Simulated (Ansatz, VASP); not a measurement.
This is a calculation of NbC (Niobocarbide) for VASP 6.6.1.

Contents of INCAR:

```
PREC     = Accurate       # precision mode
ENCUT    = 520            # plane-wave cutoff, eV
EDIFF    = 1E-7           # SCF threshold, eV
ISMEAR   = -1             # smearing method
SIGMA    = 0.05           # smearing width, eV
LREAL    = F              # projectors in reciprocal space
LASPH    = T              # aspherical terms in the spheres
NELM     = 60             # most SCF steps
ALGO     = Normal         # electronic algorithm
ISIF     = 2              # what is computed and relaxed
LWAVE    = F              # write WAVECAR
LCHARG   = F              # write CHGCAR
GGA      = PE             # functional
NBANDS   = 16             # bands
```

The input KPOINTS:

```
Automatic mesh
0
Gamma
  10 10 10
```

File POSCAR:

```
NbC
1.0
    0.0000000000      2.2639553458      2.2639553458
    2.2639553458      0.0000000000      2.2639553458
    2.2639553458      2.2639553458      0.0000000000
Nb C
1 1
Direct
    0.0000000000      0.0000000000      0.0000000000
    0.5000000000      0.5000000000      0.5000000000
```

Potentials or basis: VASP PAW PBE potentials, release 64 (Nb_sv, C).

Launch:

```sh
$ cat potpaw_PBE.64/Nb_sv/POTCAR potpaw_PBE.64/C/POTCAR > POTCAR
$ mpirun -np 1 vasp_std > vasp.out
```

Translate it to Ansatz 0.2.0. Potentials there: Ansatz PAW.

As run (the cutoff follows the program's own potentials):

input.yaml

```yaml
crystal:
  lattice:
    - [0.0, 2.2639553458, 2.2639553458]
    - [2.2639553458, 0.0, 2.2639553458]
    - [2.2639553458, 2.2639553458, 0.0]
  atoms:
    - { symbol: Nb, position: [0.0, 0.0, 0.0] }
    - { symbol: C, position: [0.5, 0.5, 0.5] }
hamiltonian:
  xc: pbe
  pseudopotentials: { kind: paw }
kpoints:
  mp_grid: { grid: [10, 10, 10] }
scf:
  occupations: { method: fermi_dirac, width: 0.05 }
output:
  forces: true
  stress: true
  eigenvalues: true
```

Potentials or basis: Ansatz PAW.

Launch:

```bash
$ ansatz run input.yaml --threads 1 --pin off --max-ram 3584MiB --backend cpu --events-out ev --progress --plain --runs-dir out
```

Both were run:

|  | VASP | Ansatz | Ansatz less VASP |
| --- | --- | --- | --- |
| gap on the k mesh at the Fermi level (eV) | none | none | - |
| pressure (GPa) | -8.6 | -8.2 | +0.40 |

A gap of «none» marks a metal or a gap that the smearing closes. With one functional, cell and mesh, what is left measures potentials, basis and numerics.
